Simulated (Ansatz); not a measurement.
Ba: one input, then a changed one

The cell was built from the sc type and relaxed in the same program; it needn't be a known or the stable phase. The listed cell was then made from it by scaling, straining or moving an atom.

First run: DFT, PBE, PAW with Ansatz's default frozen-core files, scalar-relativistic (Ansatz 0.2.0).

Command: `ansatz run input.yaml --threads 1 --pin off --max-ram 2048MiB --backend cpu --events-out ev --progress --plain --runs-dir out` The run took 4.9 s on 1 thread of Arm Neoverse V1 (shared host), peak memory 0.37 GiB.

```yaml
crystal:
  lattice:
    - [3.88320303, 0.0, 0.0]
    - [0.0, 3.88320303, 0.0]
    - [0.0, 0.0, 3.88320303]
  atoms:
    - { symbol: Ba, position: [0.0, 0.0, 0.0] }
kpoints:
  mp_grid: { grid: [13, 13, 13] }
scf:
  occupations: { method: fermi_dirac, width: 0.05 }
hamiltonian:
  xc: pbe
  pseudopotentials: { kind: paw }
output:
  forces: true
  stress: true
  eigenvalues: true
  efg: { contact_densities: true }
```

Result: converged; pressure 0.41 GPa; no gap on the k mesh; 6 SCF iterations.

Spin–orbit coupling is left out, though it moves levels of the heavy atoms by tenths of an eV or more.

The input is then changed:

```diff
@@ -18,3 +18,5 @@
   eigenvalues: true
   efg: { contact_densities: true }
+basis:
+  ecutwfc: "14.7 Ry"
```

Task: What does the second run give?

Result: It converged; energy at zero smearing +493.1 meV/atom from the first run; pressure 0.57 GPa; no gap on the k mesh; 6 SCF iterations. Some of these settings are too coarse for converged properties.
